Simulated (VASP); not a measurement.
Al:

```
Al
1.0
     2.81246    0.00000    0.00000
    -1.40623    2.43566    0.00000
     0.00000    0.00000    4.86685
Al
2
Direct
  0.33333 0.66667 0.25000
  0.66667 0.33333 0.75000
```

This isn't the form of Al at room conditions, which is fcc.

- Program: VASP 6.6.1
- Task: relaxation of cell and atoms
- Functional: PBEsol
- Potentials or basis: VASP PAW PBE potentials, release 64 (Al)
- Cutoff: 600 eV
- k mesh: 10 × 10 × 6
- Occupations: fermi-dirac, width 0.05 eV
- Spin: no spin polarisation

At the start: pressure -1.2 GPa; volume 16.67 Å³/atom.

Q: How do energy, volume and symmetry change on relaxing?

A: Over 9 steps the energy falls by 17.1 meV/atom and the volume is 16.32 Å³/atom (-2.1 %); space group P6_3/mmc (No. 194, to 0.05 Å).

The path:
```
step  energy change (eV)  largest force (eV/Å)  pressure (GPa)  volume (Å³)
   1              0.0000                0.0000           -1.17        33.34
   2             -0.0200                0.0000           -0.01        32.75
   3              0.0132                0.0000            4.92        30.95
   4             -0.0305                0.0000            1.12        32.23
   5             -0.0309                0.0000            1.49        32.08
   6             -0.0295                0.0000            0.14        32.57
   7             -0.0329                0.0000            0.88        32.29
   8             -0.0340                0.0000           -0.23        32.73
   9             -0.0341                0.0000            0.01        32.64
```

Final structure:
```yaml
crystal:
  lattice:
    - [2.84229, 0.00000, 0.00000]
    - [-1.42115, 2.46150, 0.00000]
    - [0.00000, 0.00000, 4.66510]
  atoms:
    - { symbol: Al, position: [0.33333, 0.66667, 0.25000] }
    - { symbol: Al, position: [0.66667, 0.33333, 0.75000] }
```

Caveat: the PAW data sets were made with another functional, which shifts forces and pressure a little.
